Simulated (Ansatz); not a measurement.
NaH: from a first guess to the relaxed rocksalt type

First guess:

```
CELL_PARAMETERS angstrom
0.00000 2.26759 2.26759
2.26759 0.00000 2.26759
2.26759 2.26759 0.00000
ATOMIC_POSITIONS crystal
Na 0.00000 0.00000 0.00000
H 0.50000 0.50000 0.50000
```

All numbers below come from DFT, PBE, PAW with Ansatz's default frozen-core files, scalar-relativistic (Ansatz 0.2.0).

Cell and atoms relax within the symmetry of the start on a 12×12×12 k mesh with 0.08 eV Fermi–Dirac smearing.

The start is built from a prototype, known or not as a phase of this compound; the cutoff is 420 eV.

Task: What is the pressure of the first guess?

Result: 6.30 GPa.

Task: What does it relax to?

Result: a = 4.831 Å, b = 4.831 Å, c = 4.831 Å, α = 90.00°, β = 90.00°, γ = 90.00° (conventional cell), 14.09 Å³ per atom:
```cif
data_structure
_symmetry_space_group_name_H-M 'Fm-3m'
_symmetry_Int_Tables_number 225
_cell_length_a 4.8311
_cell_length_b 4.8311
_cell_length_c 4.8311
_cell_angle_alpha 90.000
_cell_angle_beta 90.000
_cell_angle_gamma 90.000
_cell_volume 112.76
loop_
_atom_site_label
_atom_site_type_symbol
_atom_site_symmetry_multiplicity
_atom_site_Wyckoff_symbol
_atom_site_fract_x
_atom_site_fract_y
_atom_site_fract_z
_atom_site_occupancy
Na1 Na 4 a 0.00000 0.00000 0.00000 1
H1 H 4 b 0.50000 0.00000 0.00000 1
```

Task: How much energy does the relaxation release?

Result: 41 meV/atom.
